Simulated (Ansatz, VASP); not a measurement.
Two plane-wave programs on Ga3S2

INCAR

```
ALGO     = Normal         # electronic algorithm
EDIFF    = 1E-7           # SCF threshold, eV
ENCUT    = 520            # plane-wave cutoff, eV
GGA      = PE             # functional
ISIF     = 2              # what is computed and relaxed
ISMEAR   = 0              # smearing method
LASPH    = T              # aspherical terms in the spheres
LCHARG   = F              # write CHGCAR
LREAL    = F              # projectors in reciprocal space
LWAVE    = F              # write WAVECAR
NBANDS   = 34             # bands
NELM     = 100            # most SCF steps
PREC     = Accurate       # precision mode
SIGMA    = 0.1            # smearing width, eV
```

The input KPOINTS:

```
k-points
0
Gamma
  4 4 4
```

Contents of POSCAR:

```
Ga3S2
1.0
    4.8231778600      0.0000000000      0.0000000000
    0.0000000000      4.8231778600      0.0000000000
    0.0000000000      0.0000000000      4.8231778600
Ga S
3 2
Direct
    0.0000000000      0.5000000000      0.5000000000
    0.5000000000      0.0000000000      0.5000000000
    0.5000000000      0.5000000000      0.0000000000
    0.5000000000      0.5000000000      0.5000000000
    0.0000000000      0.0000000000      0.0000000000
```

Input for Ansatz:

```yaml
crystal:
  lattice:
    - [4.82317786, 0.0, 0.0]
    - [0.0, 4.82317786, 0.0]
    - [0.0, 0.0, 4.82317786]
  atoms:
    - { symbol: Ga, position: [0.0, 0.5, 0.5] }
    - { symbol: Ga, position: [0.5, 0.0, 0.5] }
    - { symbol: Ga, position: [0.5, 0.5, 0.0] }
    - { symbol: S, position: [0.5, 0.5, 0.5] }
    - { symbol: S, position: [0.0, 0.0, 0.0] }
basis:
  ecutwfc: 420
kpoints:
  mp_grid: { grid: [4, 4, 4] }
hamiltonian:
  xc: pbe
scf:
  occupations: { method: gaussian, width: 0.1 }
  lower_state_search: "off"
output:
  forces: true
  stress: true
  eigenvalues: true
```

Alike in both runs: task single point; functional PBE; k mesh 4 × 4 × 4; occupations gaussian, width 0.1 eV; no spin polarisation.

|  | VASP | Ansatz |
| --- | --- | --- |
| version | VASP 6.6.1 | Ansatz 0.2.0 |
| potentials or method | VASP PAW PBE potentials, release 64 (Ga_d, S) | scalar-relativistic, plane waves, PAW |
| plane-wave cutoff (eV) | 520 | 420 |
| valence electrons in the cell | 51 | 51 |

|  | VASP | Ansatz | Ansatz less VASP |
| --- | --- | --- | --- |
| gap on the k mesh at the Fermi level (eV) | none | none | - |
| pressure (GPa) | 3.1 | 3.1 | -0.07 |

A gap of «none» marks a metal or a gap that the smearing closes. With one functional, cell and mesh, what is left measures potentials, basis and numerics.
